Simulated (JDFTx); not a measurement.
The system is GaN.

```
CELL_PARAMETERS angstrom
3.18000 0.00000 0.00000
-1.59000 2.75396 0.00000
0.00000 0.00000 5.16600
ATOMIC_POSITIONS crystal
Ga 0.66667 0.33333 0.50000
Ga 0.33333 0.66667 0.00000
N 0.66667 0.33333 0.87500
N 0.33333 0.66667 0.37500
```

Base run:

| Item | Value |
| --- | --- |
| Program | JDFTx 1.7.0 (patched build) |
| Functional | PBEsol |
| Potentials or basis | PseudoDojo-SR-PBEsol-0.4.1-standard with smoothed tails |
| Cutoff | 1143 eV |
| Density cutoff | 9143 eV |
| k mesh | 10 × 10 × 5 |
| Occupations | fermi-dirac, width 0.05 eV |
| Spin | no spin polarisation |

Its results: band gap on the k mesh 1.95 eV, direct; pressure 1.2 GPa; largest force 0.133 eV/Å.

Question: The run is repeated on the same cell with these changes: functional from PBEsol to LDA; potentials or basis from PseudoDojo-SR-PBEsol-0.4.1-standard with smoothed tails to PseudoDojo-SR-LDA-0.4.1-standard. What comes out?

Answer: Band gap on the k mesh 2.01 eV, direct; pressure -4.8 GPa; largest force 0.125 eV/Å.

Caveats: an odd mesh through Γ misses points on the zone boundary, where band edges often lie.

Not every run made on this cell is shown here.
